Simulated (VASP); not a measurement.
The system is TaS2.

```
Ta S
1.0
     3.35000    0.00000    0.00000
    -1.67500    2.90119    0.00000
     0.00000    0.00000    5.86000
Ta S
1 2
Direct
  0.00000 0.00000 0.00000
  0.66667 0.33333 0.75000
  0.33333 0.66667 0.25000
```

- Program: VASP 6.6.1
- Task: relaxation of cell and atoms
- Functional: BEEF-vdW
- Potentials or basis: VASP PAW PBE potentials, release 64 (Ta_pv, S)
- Cutoff: 600 eV
- k mesh: 9 × 9 × 5
- Occupations: fermi-dirac, width 0.05 eV
- Spin: no spin polarisation

At the start: pressure 9.5 GPa; volume 18.98 Å³/atom.

Task: Where does the relaxation end?

Result: Over 20 steps the energy falls by 47.3 meV/atom and the volume is 21.12 Å³/atom (+11.2 %); space group P-3m1 (No. 164, to 0.05 Å).

The path:
```csv
step,energy change (eV),largest force (eV/Å),pressure (GPa),volume (Å³)
1,0.0000,1.3007,9.50,56.95
2,0.2539,1.9308,-12.53,66.73
3,-0.1231,0.0766,-0.53,60.25
4,-0.1233,0.0332,-0.22,60.13
5,-0.1233,0.0085,-0.06,60.06
6,-0.1278,0.0640,0.13,59.98
7,-0.1290,0.1255,0.33,59.89
8,-0.1291,0.1123,0.29,59.90
9,-0.1308,0.1241,0.12,60.20
10,-0.1347,0.1553,-0.34,61.09
11,-0.1380,0.2073,-1.17,62.89
12,-0.1385,0.1920,-1.09,62.93
13,-0.1399,0.1443,-0.84,63.06
14,-0.1415,0.0527,-0.37,63.32
15,-0.1403,0.1472,0.64,63.82
16,-0.1418,0.0116,-0.05,63.47
17,-0.1418,0.0065,-0.08,63.45
18,-0.1418,0.0023,-0.11,63.44
19,-0.1418,0.0011,-0.09,63.42
20,-0.1418,0.0013,-0.03,63.35
```

Final structure:
```cif
data_structure
_symmetry_space_group_name_H-M 'P 1'
_symmetry_Int_Tables_number 1
_cell_length_a 3.3842
_cell_length_b 3.3842
_cell_length_c 6.3867
_cell_angle_alpha 90.000
_cell_angle_beta 90.000
_cell_angle_gamma 120.000
_cell_volume 63.35
loop_
_atom_site_label
_atom_site_type_symbol
_atom_site_fract_x
_atom_site_fract_y
_atom_site_fract_z
_atom_site_occupancy
Ta1 Ta 0.00000 0.00000 0.00000 1
S1 S 0.66667 0.33333 0.75971 1
S2 S 0.33333 0.66667 0.24029 1
```

Caveat: the PAW data sets were made with another functional, which shifts forces and pressure a little; the volume moved by +11 % from the deposited cell, more than functionals usually miss.
